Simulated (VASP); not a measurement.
## LiF (Griceite): band structure with PBE

The system is LiF (Griceite).

```
F Li
1.0
     0.00000    2.01400    2.01400
     2.01400    0.00000    2.01400
     2.01400    2.01400    0.00000
F Li
1 1
Direct
  0.50000 0.50000 0.50000
  0.00000 0.00000 0.00000
```

* Program: VASP 6.6.1
* Task: band structure
* Functional: PBE
* Potentials or basis: VASP PAW PBE potentials, release 64 (F_GW, Li_sv_GW)
* Cutoff: 600 eV
* k mesh: 11 × 11 × 11
* Occupations: fermi-dirac, width 0.05 eV
* Spin: no spin polarisation
* Further INCAR settings: ALGO = Normal; EDIFF = 1e-06

| Item | Value |
| --- | --- |
| Pressure | 1.7 GPa |
| Band gap on the k mesh | 9.06 eV, direct |
| Band gap along the path | 9.06 eV, direct |

Levels at the corners of the path, in eV from the valence-band top:
```tsv
point	band 3	band 4	band 5	band 6	band 7	band 8
Γ	0.00	0.00	0.00	9.06	23.94	23.95
X	-3.00	-1.00	-1.00	14.81	16.48	17.43
X	-3.00	-1.00	-1.00	14.81	16.48	17.43
W	-2.08	-2.08	-0.80	15.05	15.05	17.42
W	-2.08	-2.08	-0.80	15.05	15.05	17.42
K	-2.50	-1.56	-0.73	14.48	14.90	18.40
K	-2.50	-1.56	-0.73	14.48	14.90	18.40
Γ	0.00	0.00	0.00	9.06	23.94	23.95
Γ	0.00	0.00	0.00	9.06	23.94	23.94
L	-2.52	-0.23	-0.23	10.77	16.72	18.88
L	-2.52	-0.23	-0.23	10.77	16.72	18.88
U	-2.50	-1.56	-0.73	14.48	14.90	18.40
U	-2.50	-1.56	-0.73	14.48	14.90	18.40
W	-2.08	-2.08	-0.80	15.05	15.05	17.42
W	-2.08	-2.08	-0.80	15.05	15.05	17.42
L	-2.52	-0.23	-0.23	10.77	16.72	18.88
L	-2.52	-0.23	-0.23	10.77	16.72	18.88
K	-2.50	-1.56	-0.73	14.48	14.90	18.40
U	-2.50	-1.56	-0.73	14.48	14.90	18.40
X	-3.00	-1.00	-1.00	14.81	16.48	17.43
```

It took 5.8 s on 1 thread of Intel(R) Xeon(R) 6975P-C (Granite Rapids), with other jobs on the host, peak memory 0.14 GiB.

Caveat: the cutoff is under 1.25 times the usual one of these potentials, so pressure, stress and relaxed cells hold a basis-set (Pulay) error.
